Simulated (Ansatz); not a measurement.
# A series in volume per atom on Cd

Results calculated with Ansatz 0.2.0 development build, not measured. Equation of state of a cubic crystal from periodic Kohn-Sham density functional theory without spin; pressure corrected for the finite basis.

Cell of the first row (space group Fm-3m, No. 225):
```
CELL_PARAMETERS angstrom
0.00000 2.20630 2.20630
2.20630 0.00000 2.20630
2.20630 2.20630 0.00000
ATOMIC_POSITIONS crystal
Cd 0.00000 0.00000 0.00000
```

Settings of every row: formula Cd; structure type fcc; functional PBE; spin treatment none; k mesh 42x42x42; occupation method fermi-dirac; occupation width 0.061225619 eV; wave cutoff 420 eV; datasets soft-1 PAW; density cutoff ratio 4.

Limits: a cubic model structure, not a phase known at ambient conditions.

| row | volume per atom (Å³) | pressure (GPa) | energy above lowest point (meV/atom) |
| --- | --- | --- | --- |
| 1 | 21.48 | 3.079 | 12.16 |
| 2 | 21.937 | 1.899 | 5.1 |
| 3 | 22.394 | 0.871 | 1.18 |
| 4 | 22.851 | ? | ? |
| 5 | 23.308 | -0.802 | 1.2 |
| 6 | 23.765 | -1.477 | 4.47 |
| 7 | 24.222 | -2.06 | 9.54 |

Question: what pressure should row 4 give?

Worked fit of pressure. Take u = (V_r/V)^(2/3) − 1 with V_r = 22.851 Å³ an atom, which is twice the finite (Eulerian) strain; such expansions in the strain, on which the Birch-Murnaghan equation of state is built, carry the rest volume and the bulk modulus. The shown rows have u = 0.04211, 0.02759, 0.01356, -0.01311, -0.02581, -0.0381. Least squares give pressure = −0.0245 + 62.552 × u + 251.44 × u² + 314 × u³ GPa; a parabola predicts inner rows, each left out in turn, worse (root mean square 0.007 against 0.00047 GPa). All shown rows lie on it to the printed digit. The pressure vanishes at u = 0.0004, or V = 22.84 Å³ an atom, and there the bulk modulus at fixed shape and fractions is B = −V dP/dV = (2/3)(1 + u) dP/du = 41.8 GPa. The withheld row has u = 0, so the fit gives −0.0245 + 62.552 × (0) + 251.44 × (0)² + 314 × (0)³ = -0.025 GPa.

The calculation gave -0.024 GPa. The fit lies 0.001 GPa (4.2 % of the value, 0.019 % of the column's range) below it, one unit of the last digit.

The other values of row 4: energy above lowest point 0 meV/atom.
